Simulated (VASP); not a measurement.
Write the native input for VASP 6.6.1 that does the following.

```yaml
Task: band structure
Functional: PBE
Potentials_or_basis: VASP PAW PBE potentials, release 64 (In_d, P)
Cutoff: 350 eV
k_mesh: 10 × 10 × 10
Occupations: gaussian, width 0.02 eV
Spin: no spin polarisation
Further_INCAR_settings: ALGO = Normal; EDIFF = 1e-07
```

The system is InP.

```xyz
2
Lattice="0.0000 2.9752 2.9752 2.9752 0.0000 2.9752 2.9752 2.9752 0.0000" Properties=species:S:1:pos:R:3 pbc="T T T"
In    0.0000    0.0000    0.0000
P     1.4876    1.4876    1.4876
```

One way to write it, as run:

POSCAR

```
InP                                     
1.0
    0.0000000000      2.9751659887      2.9751659887
    2.9751659887      0.0000000000      2.9751659887
    2.9751659887      2.9751659887      0.0000000000
  In              P             
     1     1
Direct
     0.0000000000000000    0.0000000000000000    0.0000000000000000
     0.2500000000000000    0.2500000000000000    0.2500000000000000
```

INCAR.step1

```
PREC = Accurate
ENCUT = 350
EDIFF = 1E-7
ISMEAR = 0
SIGMA = 0.02
LREAL = F
LASPH = T
NELM = 100
ALGO = Normal
ISIF = 2
LWAVE = F
LCHARG = T
GGA = PE
```

KPOINTS.step1

```
Automatic mesh
0
Gamma
  10 10 10
```

INCAR.step2

```
PREC = Accurate
ENCUT = 350
EDIFF = 1E-7
ISMEAR = 0
SIGMA = 0.05
LREAL = F
LASPH = T
NELM = 100
ALGO = Normal
ISIF = 2
LWAVE = F
LCHARG = F
GGA = PE
ICHARG = 11
```

KPOINTS.step2

```
path GXWKGLUWLK,UX
20
line-mode
reciprocal
 0.0000000000  0.0000000000  0.0000000000  G
 0.5000000000  0.0000000000  0.5000000000  X

 0.5000000000  0.0000000000  0.5000000000  X
 0.5000000000  0.2500000000  0.7500000000  W

 0.5000000000  0.2500000000  0.7500000000  W
 0.3750000000  0.3750000000  0.7500000000  K

 0.3750000000  0.3750000000  0.7500000000  K
 0.0000000000  0.0000000000  0.0000000000  G

 0.0000000000  0.0000000000  0.0000000000  G
 0.5000000000  0.5000000000  0.5000000000  L

 0.5000000000  0.5000000000  0.5000000000  L
 0.6250000000  0.2500000000  0.6250000000  U

 0.6250000000  0.2500000000  0.6250000000  U
 0.5000000000  0.2500000000  0.7500000000  W

 0.5000000000  0.2500000000  0.7500000000  W
 0.5000000000  0.5000000000  0.5000000000  L

 0.5000000000  0.5000000000  0.5000000000  L
 0.3750000000  0.3750000000  0.7500000000  K

 0.6250000000  0.2500000000  0.6250000000  U
 0.5000000000  0.0000000000  0.5000000000  X
```

Potentials or basis: VASP PAW PBE potentials, release 64 (In_d, P).

Launch:

```bash
$ cat potpaw_PBE.64/In_d/POTCAR potpaw_PBE.64/P/POTCAR > POTCAR
$ cp INCAR.step1 INCAR
$ cp KPOINTS.step1 KPOINTS
$ mpirun -np 1 vasp_std > vasp.out
$ cp INCAR.step2 INCAR
$ cp KPOINTS.step2 KPOINTS
$ mpirun -np 1 vasp_std > vasp.out
```

It gave:

```
Band gap on the k mesh  : 0.46 eV, direct
Band gap along the path : 0.46 eV, direct
```

Caveat: the log is that of the step along the path at fixed density, whose energy, stress, charges and moments have no meaning; spin-orbit coupling is left out, which moves the levels of the heavy elements.

Run time: 66 s on 1 thread of Intel(R) Xeon(R) Platinum 8488C (Sapphire Rapids), on a shared host, peak memory 0.2 GiB.
